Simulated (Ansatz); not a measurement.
The system is Sc.

```xyz
2
Lattice="3.3090 0.0000 0.0000 -1.6545 2.8657 0.0000 0.0000 0.0000 5.2733" Properties=species:S:1:pos:R:3 pbc="T T T"
Sc    1.6545    0.9552    3.9550
Sc    0.0000    1.9105    1.3183
```

Base run:

| Item | Value |
| --- | --- |
| Program | Ansatz 0.2.0 |
| Functional | LDA |
| Potentials or basis | all-electron LAPW, scalar-relativistic |
| Cutoff | 168 eV |
| Density cutoff | 671 eV |
| Basis error allowed | 0.001 eV/atom |
| k mesh | 9 × 9 × 5 |
| Occupations | fermi-dirac, width 0.05 eV |
| Spin | no spin polarisation |

Its results: pressure -5.3 GPa.

Q: After a change of settings the same cell gave: pressure -2.8 GPa. Which change was it?
A. dispersion from none to D3(BJ)
B. functional from LDA to PBE; occupations from fermi-dirac, width 0.05 eV to gaussian, width 0.1 eV
C. functional from LDA to PBE
D. functional from LDA to PBEsol

A: D.

PBEsol binds less tightly than LDA, so the same cell stands under more pressure.

Not every run made on this cell is shown here.
